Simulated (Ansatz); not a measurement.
**GaCuSe2: further runs on the relaxed cell**

This session takes GaCuSe2 and sets out to measure the bulk modulus from energies at several volumes.

Program: Ansatz 0.2.0. Level of theory: DFT PBE, scalar-relativistic, plane waves, PAW. These are calculated values, not measurements.

2 further runs of the same task are left out: 2 set aside as unsound or not needed.

### 1 The starting structure

The structure is tetragonal, space group I-42d (No. 122). Conventional cell: a = 5.672 Å, b = 5.672 Å, c = 11.261 Å, α = 90.00°, β = 90.00°, γ = 90.00°. Around Ga (site symmetry -4) lie 4 Se at 2.47 Å. Cu (site symmetry -4) has 4 Se at 2.43 Å as nearest neighbours. Se (site symmetry 2) is surrounded by 2 Cu at 2.43 Å and 2 Ga at 2.47 Å.

Structure file:

```
CELL_PARAMETERS angstrom
-2.83613 2.83613 5.63033
2.83613 -2.83613 5.63033
2.83613 2.83613 -5.63033
ATOMIC_POSITIONS crystal
Ga 0.50000 0.50000 0.00000
Ga 0.25000 0.75000 0.50000
Cu 0.00000 0.00000 0.00000
Cu 0.75000 0.25000 0.50000
Se 0.37500 0.36879 0.49379
Se 0.63121 0.12500 0.00621
Se 0.87500 0.88121 0.50621
Se 0.11879 0.62500 0.99379
```

It is the result of an earlier relaxation at this level (volume 22.64 Å³/atom; gap on the mesh: none (metal)).

### 2 Volume × 0.97

input.yaml

```yaml
crystal:
  lattice:
    - [-2.807477583, 2.807477583, 5.5734504243]
    - [2.807477583, -2.807477583, 5.5734504243]
    - [2.807477583, 2.807477583, -5.5734504243]
  atoms:
    - { symbol: Ga, position: [0.5, 0.5, 0.0] }
    - { symbol: Ga, position: [0.25, 0.75, 0.5] }
    - { symbol: Cu, position: [0.0, 0.0, 0.0] }
    - { symbol: Cu, position: [0.75, 0.25, 0.5] }
    - { symbol: Se, position: [0.375, 0.3687910431, 0.4937910431] }
    - { symbol: Se, position: [0.6312089569, 0.125, 1.0062089569] }
    - { symbol: Se, position: [0.875, 0.8812089569, 0.5062089569] }
    - { symbol: Se, position: [0.1187910431, 0.625, -0.0062089569] }
basis:
  ecutwfc: 420
kpoints:
  mp_grid: { grid: [10, 10, 10] }
hamiltonian:
  xc: pbe
scf:
  occupations: { method: gaussian, width: 0.1 }
output:
  forces: true
  stress: true
  eigenvalues: true
relax:
  adjacent_minimum: "off"
  f_tol: 0.01
  max_steps: 30
  cell: { stress_tol: 0.1, fix: [volume] }
```

The run is started by

```
$ ansatz run input.yaml --threads 4 --pin off --max-ram 10240MiB --backend cpu --events-out ev --progress --plain --runs-dir out
```

### 3 The cell scaled to 1.03 of its volume

Changes to input.yaml since step 2:

```diff
@@ -2,5 +2,5 @@
   lattice:
-    - [-2.807477583, 2.807477583, 5.5734504243]
-    - [2.807477583, -2.807477583, 5.5734504243]
-    - [2.807477583, 2.807477583, -5.5734504243]
+    - [-2.8642095868, 2.8642095868, 5.6860757263]
+    - [2.8642095868, -2.8642095868, 5.6860757263]
+    - [2.8642095868, 2.8642095868, -5.6860757263]
   atoms:
@@ -26,2 +26,6 @@
   eigenvalues: true
+  write_density: true
+  write_potential: true
+  elf: true
+  volumetric_format: npy
 relax:
```

### 4 Volume × 0.94

input.yaml

```yaml
crystal:
  lattice:
    - [-2.7784389987, 2.7784389987, 5.5145632697]
    - [2.7784389987, -2.7784389987, 5.5145632697]
    - [2.7784389987, 2.7784389987, -5.5145632697]
  atoms:
    - { symbol: Ga, position: [0.5, 0.5, 0.0] }
    - { symbol: Ga, position: [0.25, 0.75, 0.5] }
    - { symbol: Cu, position: [0.0, 0.0, 0.0] }
    - { symbol: Cu, position: [0.75, 0.25, 0.5] }
    - { symbol: Se, position: [0.375, 0.3684184388, 0.4934184388] }
    - { symbol: Se, position: [0.6315815612, 0.125, 1.0065815612] }
    - { symbol: Se, position: [0.875, 0.8815815612, 0.5065815612] }
    - { symbol: Se, position: [0.1184184388, 0.625, -0.0065815612] }
basis:
  ecutwfc: 420
kpoints:
  mp_grid: { grid: [10, 10, 10] }
hamiltonian:
  xc: pbe
scf:
  occupations: { method: gaussian, width: 0.1 }
output:
  forces: true
  stress: true
  eigenvalues: true
relax:
  adjacent_minimum: "off"
  f_tol: 0.01
  max_steps: 30
  cell: { stress_tol: 0.1, fix: [volume] }
```

### 5 Point at V/V0 = 1.06

input.yaml

```yaml
crystal:
  lattice:
    - [-2.8911544027, 2.8911544027, 5.7431253604]
    - [2.8911544027, -2.8911544027, 5.7431253604]
    - [2.8911544027, 2.8911544027, -5.7431253604]
  atoms:
    - { symbol: Ga, position: [0.5, 0.5, 0.0] }
    - { symbol: Ga, position: [0.25, 0.75, 0.5] }
    - { symbol: Cu, position: [0.0, 0.0, 0.0] }
    - { symbol: Cu, position: [0.75, 0.25, 0.5] }
    - { symbol: Se, position: [0.375, 0.3692177934, 0.4942177934] }
    - { symbol: Se, position: [0.6307822066, 0.125, 1.0057822066] }
    - { symbol: Se, position: [0.875, 0.8807822066, 0.5057822066] }
    - { symbol: Se, position: [0.1192177934, 0.625, -0.0057822066] }
basis:
  ecutwfc: 420
kpoints:
  mp_grid: { grid: [10, 10, 10] }
hamiltonian:
  xc: pbe
scf:
  occupations: { method: gaussian, width: 0.1 }
output:
  forces: true
  stress: true
  eigenvalues: true
relax:
  adjacent_minimum: "off"
  f_tol: 0.01
  max_steps: 30
  cell: { stress_tol: 0.1, fix: [volume] }
```

### 6 Volume × 0.91

input.yaml

```yaml
crystal:
  lattice:
    - [-2.7485090528, 2.7485090528, 5.4554684868]
    - [2.7485090528, -2.7485090528, 5.4554684868]
    - [2.7485090528, 2.7485090528, -5.4554684868]
  atoms:
    - { symbol: Ga, position: [0.5, 0.5, 0.0] }
    - { symbol: Ga, position: [0.25, 0.75, 0.5] }
    - { symbol: Cu, position: [0.0, 0.0, 0.0] }
    - { symbol: Cu, position: [0.75, 0.25, 0.5] }
    - { symbol: Se, position: [0.375, 0.3677621749, 0.4927621749] }
    - { symbol: Se, position: [0.6322378251, 0.125, 1.0072378251] }
    - { symbol: Se, position: [0.875, 0.8822378251, 0.5072378251] }
    - { symbol: Se, position: [0.1177621749, 0.625, -0.0072378251] }
basis:
  ecutwfc: 420
kpoints:
  mp_grid: { grid: [10, 10, 10] }
hamiltonian:
  xc: pbe
scf:
  occupations: { method: gaussian, width: 0.1 }
output:
  forces: true
  stress: true
  eigenvalues: true
relax:
  adjacent_minimum: "off"
  f_tol: 0.01
  max_steps: 30
  cell: { stress_tol: 0.1, fix: [volume] }
```

### 7 Point at V/V0 = 1.10

input.yaml

```yaml
crystal:
  lattice:
    - [-2.9268300971, 2.9268300971, 5.8154411228]
    - [2.9268300971, -2.9268300971, 5.8154411228]
    - [2.9268300971, 2.9268300971, -5.8154411228]
  atoms:
    - { symbol: Ga, position: [0.5, 0.5, 0.0] }
    - { symbol: Ga, position: [0.25, 0.75, 0.5] }
    - { symbol: Cu, position: [0.0, 0.0, 0.0] }
    - { symbol: Cu, position: [0.75, 0.25, 0.5] }
    - { symbol: Se, position: [0.375, 0.3697829066, 0.4947829066] }
    - { symbol: Se, position: [0.6302170934, 0.125, 1.0052170934] }
    - { symbol: Se, position: [0.875, 0.8802170934, 0.5052170934] }
    - { symbol: Se, position: [0.1197829066, 0.625, -0.0052170934] }
basis:
  ecutwfc: 420
kpoints:
  mp_grid: { grid: [10, 10, 10] }
hamiltonian:
  xc: pbe
scf:
  occupations: { method: gaussian, width: 0.1 }
output:
  forces: true
  stress: true
  eigenvalues: true
relax:
  adjacent_minimum: "off"
  f_tol: 0.01
  max_steps: 30
  cell: { stress_tol: 0.1, fix: [volume] }
```

### 8 Volume × 0.88

input.yaml

```yaml
crystal:
  lattice:
    - [-2.7182320521, 2.7182320521, 5.3937972366]
    - [2.7182320521, -2.7182320521, 5.3937972366]
    - [2.7182320521, 2.7182320521, -5.3937972366]
  atoms:
    - { symbol: Ga, position: [0.5, 0.5, 0.0] }
    - { symbol: Ga, position: [0.25, 0.75, 0.5] }
    - { symbol: Cu, position: [0.0, 0.0, 0.0] }
    - { symbol: Cu, position: [0.75, 0.25, 0.5] }
    - { symbol: Se, position: [0.375, 0.3674290399, 0.4924290399] }
    - { symbol: Se, position: [0.6325709601, 0.125, 1.0075709601] }
    - { symbol: Se, position: [0.875, 0.8825709601, 0.5075709601] }
    - { symbol: Se, position: [0.1174290399, 0.625, -0.0075709601] }
basis:
  ecutwfc: 420
kpoints:
  mp_grid: { grid: [10, 10, 10] }
hamiltonian:
  xc: pbe
scf:
  occupations: { method: gaussian, width: 0.1 }
output:
  forces: true
  stress: true
  eigenvalues: true
relax:
  adjacent_minimum: "off"
  f_tol: 0.01
  max_steps: 30
  cell: { stress_tol: 0.1, fix: [volume] }
```

(Steps that only read results are left out.)

**Question.** What will these runs give? Wanted: equilibrium volume of the fit; bulk modulus.

As calculated:

| quantity | value |
| --- | --- |
| equilibrium volume of the fit | 22.64 Å³/atom |
| bulk modulus | 60 GPa |
| its pressure derivative | 4.9 |

In words: The fit puts the minimum at 22.64 Å³/atom with B = 60 GPa and B' = 4.9. The gap on the mesh closes on expansion.

Counted by bands, a gap of 0.05 eV stays open on the mesh in 3 runs that read as metallic: the smearing reaches across it.
